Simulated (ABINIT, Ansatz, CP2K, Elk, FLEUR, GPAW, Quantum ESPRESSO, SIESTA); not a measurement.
# One structure in several programs: InN (P6_3mc, 4 atoms in the cell)

Self-consistent single point, at a second geometry (lattice scaled by 0.98). First geometry:

```
CELL_PARAMETERS angstrom
      3.55879     0.00000     0.00000
     -1.77939     3.08200     0.00000
      0.00000     0.00000     5.74575
ATOMIC_POSITIONS crystal
  In 0.66667 0.33333 0.50048
  In 0.33333 0.66667 0.00048
  N  0.66667 0.33333 0.87952
  N  0.33333 0.66667 0.37952
```

Shared settings, as Ansatz (a first-principles code) writes them: kpoints.mp_grid.grid = 7 7 4; scf.occupations.method = fermi_dirac; scf.occupations.width = 0.1 eV. Potentials and cutoffs stand in the table.

| code | model | ΔF from the first geometry (meV/atom) | pressure (GPa) | cutoff |
|---|---|---|---|---|
| SIESTA | GGA PBE, numerical atomic orbitals DZP, PseudoDojo PBE standard norm-conserving potentials (rewritten from UPF to PSML) | 50.5 | 13.69 | grid 400 Ry |
| Ansatz | PBE, default PAW files | 39.9 | 11.39 | default |
| FLEUR | PBE, all-electron FLAPW (FLEUR), scalar-relativistic valence | 40.1 | – | Kmax 4.4 1/bohr |
| Quantum ESPRESSO | PBE, PseudoDojo standard norm-conserving (PBE) pseudopotentials | 42.2 | 12.22 | 85 Ry |
| ABINIT | PBE, PAW (JTH v2.0 PBE PAW) | 39.5 | 11.08 | 707 eV |
| Elk | PBE, all-electron FP-LAPW, Elk's shipped species files, default APW+lo basis | 40.8 | – | default |
| GPAW | PBE, GPAW PAW datasets PBE (gpaw-data 1.0.1) | 36.4 | – | 950 eV |
| CP2K | PBE, GPW, DZVP-MOLOPT-PBE-GTH basis, GTH-PBE potentials (POTENTIAL_UZH) | 53.7 | 14.47 | grid 500 Ry |

For ABINIT (by 0.6 GPa) the energy change implies a higher mean pressure, against the two pressures, than for the other programs: a sign of finite-basis (Pulay) stress.

A dash marks a value that a program does not give, or that is left out as unsure.

No clean gap comes from SIESTA, Ansatz, Quantum ESPRESSO, ABINIT, Elk, GPAW and CP2K: levels at the Fermi energy touch, overlap or are partly filled at this smearing.

The spread over the programs that give each value: ΔF from the first geometry within 17.3 meV/atom; pressure within 3.39 GPa.

SIESTA and CP2K use small atom-centred bases, whose incompleteness enters pressures, forces and empty levels differently from a plane-wave cutoff. FLEUR and Elk treat all electrons, but the usual bases taken here (sphere radii, linearisation, local orbitals, empty states) were not tested for convergence, so the values are no reference for the others. Ansatz's pressure is given at a fixed set of plane waves, as the other plane-wave codes print theirs; with its correction for the finite basis it is 11.78 GPa (the shift of 0.39 GPa shows how far the cutoff is from converged). The pressure of GPAW is left out: its cutoff lies under the one at which its stress was checked. In the pressure, SIESTA (by 2.30) and CP2K (by 3.09) lie more than 1 GPa from the median of the plane-wave programs.

The starting cell comes from a database of computed structures (which also holds hypothetical and non-ambient phases and stackings), without a prior relaxation at this level. Its lattice was rescaled by a random factor within 2.5 % of one. For this run, on top of that: lattice scaled by 0.98.

Keys are those of Ansatz 0.2.
